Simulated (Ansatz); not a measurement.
The system is Hg.

```xyz
1
Lattice="-1.8767 1.8767 1.9168 1.8767 -1.8767 1.9168 1.8767 1.8767 -1.9168" Properties=species:S:1:pos:R:3 pbc="T T T"
Hg    0.0000    0.0000    1.9168
```

Base run:

* Program: Ansatz 0.2.0
* Functional: r2SCAN
* Potentials or basis: Ansatz PAW
* Cutoff: 500 eV (not typed: the program's choice for these potentials)
* k mesh: 10 × 10 × 10
* Occupations: fermi-dirac, width 0.05 eV
* Spin: no spin polarisation

Its results: band gap on the k mesh none (metal or under the smearing width); pressure 0.2 GPa.

The run is repeated on the same cell with these changes: spin from no spin polarisation to spin-orbit coupling, no magnetisation; potential files from those of the base run to others of the same set. What comes out?

Band gap on the k mesh none (metal or under the smearing width); pressure -0.7 GPa.

Caveats: the PAW data sets come from PBE, with cores solved anew for the run's functional, which leaves a small shift of forces and pressure; spin-orbit coupling is left out, which moves the levels of the heavy elements (some runs).
